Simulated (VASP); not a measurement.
From VASP inputs to Ansatz: SnSe2 (strained 1T (CdI2) bulk)

INCAR

```
PREC = Accurate
LASPH = .TRUE.
ISMEAR = -1
IBRION = -1
LREAL = .FALSE.
LCHARG = .FALSE.
NBANDS = 20
LWAVE = .FALSE.
NSW = 0
NELM = 120
ISIF = 2
SIGMA = 0.02
ENCUT = 520
EDIFF = 1E-7
GGA = PE
```

KPOINTS

```
KPOINTS created by Atomic Simulation Environment
0
Gamma
12 12 4
0 0 0
```

KPOINTS_OPT

```
special points
8
Reciprocal
0.0000000000 0.0000000000 0.0000000000 1
0.5000000000 0.0000000000 0.0000000000 1
0.3333333333 0.3333333333 0.0000000000 1
0.0000000000 0.0000000000 0.5000000000 1
0.5000000000 0.0000000000 0.5000000000 1
0.3333333333 0.3333333333 0.5000000000 1
0.0703130000 0.0703120000 0.0000000000 1
0.0000000000 0.4375000000 0.3333330000 1
```

POSCAR

```
Sn Se
 1.0000000000000000
     3.8251493298139603    0.0000000000000000    0.0000000000000000
    -1.9125746649069801    3.3126764928879098    0.0000000000000000
     0.0000000000000000    0.0000000000000000    5.9779959018000000
 Sn  Se
   1   2
Cartesian
  0.0000000000000000 -0.0000000000000000 -0.0000000000000000
 -0.0000000000000000  2.2084509952586062  1.5679107220529565
  1.9125746649069797  1.1042254976293031  4.4100851797470444
```

VASP ran with the recommended PBE PAW datasets (26 valence electrons in the cell).

Q: Write an Ansatz input for this cell and level of theory.

A: 

```yaml
crystal:
  lattice:
    - [3.8251493298, 0.0, 0.0]
    - [-1.9125746649, 3.3126764929, 0.0]
    - [0.0, 0.0, 5.9779959018]
  atoms:
    - { symbol: Sn, position: [0.0, 0.0, 0.0] }
    - { symbol: Se, position: [0.3333333333, 0.6666666667, 0.2622803274] }
    - { symbol: Se, position: [0.6666666667, 0.3333333333, 0.7377196726] }
kpoints:
  mp_grid: { grid: [12, 12, 4] }
  band_path:
    path:
      - [0.0, 0.0, 0.0]
      - [0.5, 0.0, 0.0]
      - [0.3333333333, 0.3333333333, 0.0]
      - [0.0, 0.0, 0.5]
      - [0.5, 0.0, 0.5]
      - [0.3333333333, 0.3333333333, 0.5]
      - [0.070313, 0.070312, 0.0]
      - [0.0, 0.4375, 0.333333]
    npoints: 1
hamiltonian:
  xc: pbe
scf:
  occupations: { method: fermi_dirac, width: 0.02 }
  n_extra_bands: 4
output:
  forces: true
  stress: true
  eigenvalues: true
```

Other inputs would serve too.

```
                                VASP     Ansatz
gap between bands v and c    0.39 eV    0.40 eV
         least direct gap    0.85 eV    0.86 eV
                 pressure    4.0 GPa    3.9 GPa
            largest force  0.29 eV/Å  0.28 eV/Å
```

The two codes use different PAW datasets and cutoffs. VASP's cell holds 26 valence electrons and Ansatz's 46. Ansatz's stress includes a Pulay correction; VASP's doesn't.
